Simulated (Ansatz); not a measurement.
**ZnGa2O4: the cell at several levels of theory**

The task here is to estimate one member of a computed series from the others.

Program: Ansatz 0.2.0. PAW datasets, plane waves, zero pressure. Spin-unpolarised throughout; all numbers are computed.

### The system as given

The symmetry is Fd-3m (No. 227, cubic); conventional cell a = 8.342 Å, 10.37 Å³ an atom. Zn has 4 O at 1.97 Å; Ga has 6 O at 1.99 Å; O has 1 Zn at 1.97 Å and 3 Ga at 1.99 Å.

Structure file:

```
Zn Ga O
1.0
     0.00000    4.17119    4.17119
     4.17119    0.00000    4.17119
     4.17119    4.17119    0.00000
Zn Ga O
2 4 8
Direct
  0.50000 0.50000 0.50000
  0.75000 0.75000 0.75000
  0.12500 0.12500 0.62500
  0.12500 0.62500 0.12500
  0.62500 0.12500 0.12500
  0.12500 0.12500 0.12500
  0.88651 0.34048 0.88651
  0.36349 0.36349 0.90952
  0.36349 0.36349 0.36349
  0.90952 0.36349 0.36349
  0.88651 0.88651 0.88651
  0.34048 0.88651 0.88651
  0.36349 0.90952 0.36349
  0.88651 0.88651 0.34048
```

Set-up of the first run:

Contents of input.yaml:

```yaml
crystal:
  lattice:
    - [0.0, 4.1711888808, 4.1711888808]
    - [4.1711888808, 0.0, 4.1711888808]
    - [4.1711888808, 4.1711888808, 0.0]
  atoms:
    - { symbol: Zn, position: [0.5, 0.5, 0.5] }
    - { symbol: Zn, position: [0.75, 0.75, 0.75] }
    - { symbol: Ga, position: [0.125, 0.125, 0.625] }
    - { symbol: Ga, position: [0.125, 0.625, 0.125] }
    - { symbol: Ga, position: [0.625, 0.125, 0.125] }
    - { symbol: Ga, position: [0.125, 0.125, 0.125] }
    - { symbol: O, position: [0.88650551, 0.34048347, 0.88650551] }
    - { symbol: O, position: [0.36349449, 0.36349449, 0.90951653] }
    - { symbol: O, position: [0.36349449, 0.36349449, 0.36349449] }
    - { symbol: O, position: [0.90951653, 0.36349449, 0.36349449] }
    - { symbol: O, position: [0.88650551, 0.88650551, 0.88650551] }
    - { symbol: O, position: [0.34048347, 0.88650551, 0.88650551] }
    - { symbol: O, position: [0.36349449, 0.90951653, 0.36349449] }
    - { symbol: O, position: [0.88650551, 0.88650551, 0.34048347] }
kpoints:
  mp_grid: { grid: [6, 6, 6] }
hamiltonian:
  xc: pbe
scf:
  occupations: { method: fermi_dirac, width: 0.02 }
relax:
  f_tol: 0.005
  cell: {}
output:
  write_density: true
  write_potential: true
  elf: true
  volumetric_format: npy
```

Started as:

```sh
ansatz run input.yaml --threads 8 --pin off --max-ram 20275MiB --backend cpu --events-out ev --progress --plain --runs-dir out
```

Steps of the session up to this table: PBE: cell and atoms; r2SCAN: cell and atoms; Relaxation with PBEsol; Relaxation with LDA.

One of the session's tables, all rows but one given; the rest of the session is left out.

It belongs to the step «The cells side by side». 

```
 level  a (Å)  volume (Å³/atom)
   PBE      ?                 ?
r2SCAN  8.328            10.315
PBEsol  8.340            10.358
   LDA  8.247            10.015
```

Q: Estimate the row for PBE from the others.

**Answer.** a (Å): 8.448; volume (Å³/atom): 10.766. In the column «a (Å)» it is the highest.

From the start to the first minimum the volume moved by +3.8 %. LDA gives the smallest cell and PBE the largest; they differ by 7.5 % in volume, a mean of 2.4 % in length.
